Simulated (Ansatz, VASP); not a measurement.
# Sr in VASP and in Ansatz

Contents of INCAR:

```
PREC     = Accurate       # precision mode
ENCUT    = 520            # plane-wave cutoff, eV
EDIFF    = 1E-6           # SCF threshold, eV
ISMEAR   = -1             # smearing method
SIGMA    = 0.05           # smearing width, eV
LREAL    = F              # projectors in reciprocal space
LASPH    = T              # aspherical terms in the spheres
NELM     = 80             # most SCF steps
ALGO     = Normal         # electronic algorithm
ISIF     = 2              # what is computed and relaxed
LWAVE    = F              # write WAVECAR
LCHARG   = T              # write CHGCAR
GGA      = PE             # functional
LELF     = T              # ELF
LVHAR    = T            
NBANDS   = 11             # bands
```

The input KPOINTS:

```
regular mesh
0
Gamma
  13 13 13
```

POSCAR

```
Sr
1.0
    3.9086584584      0.0000000000      0.0000000000
    0.0000000000      3.9086584584      0.0000000000
    0.0000000000      0.0000000000      3.7340946713
Sr
1
Direct
    0.0000000000      0.0000000000      0.0000000000
```

Input for Ansatz:

```yaml
crystal:
  lattice:
    - [3.9086584584, 0.0, 0.0]
    - [0.0, 3.9086584584, 0.0]
    - [0.0, 0.0, 3.7340946713]
  atoms:
    - { symbol: Sr, position: [0.0, 0.0, 0.0] }
kpoints:
  mp_grid: { grid: [13, 13, 13] }
scf:
  occupations: { method: fermi_dirac, width: 0.05 }
hamiltonian:
  xc: pbe
  pseudopotentials: { kind: all_electron, lapw: { basis_error: 0.001 } }
output:
  forces: true
  stress: true
  eigenvalues: true
```

Change from the starting cell: z stretched by -3 % at fixed volume.

Alike in both runs: task single point; functional PBE; k mesh 13 × 13 × 13; occupations fermi-dirac, width 0.05 eV; no spin polarisation.

|  | VASP | Ansatz |
| --- | --- | --- |
| version | VASP 6.6.1 | Ansatz 0.2.0 |
| potentials or method | VASP PAW PBE potentials, release 64 (Sr_sv) | all-electron LAPW, scalar-relativistic |
| plane-wave cutoff (eV) | 520 | see its input |

|  | VASP | Ansatz | Ansatz less VASP |
| --- | --- | --- | --- |
| pressure (GPa) | 0.0 | 0.0 | 0.00 |
| largest component of the traceless stress (GPa) | 1.12 | 1.12 | 0.000 |

Ansatz ran all-electron here, so the differences hold the error of VASP's frozen core and of both bases.
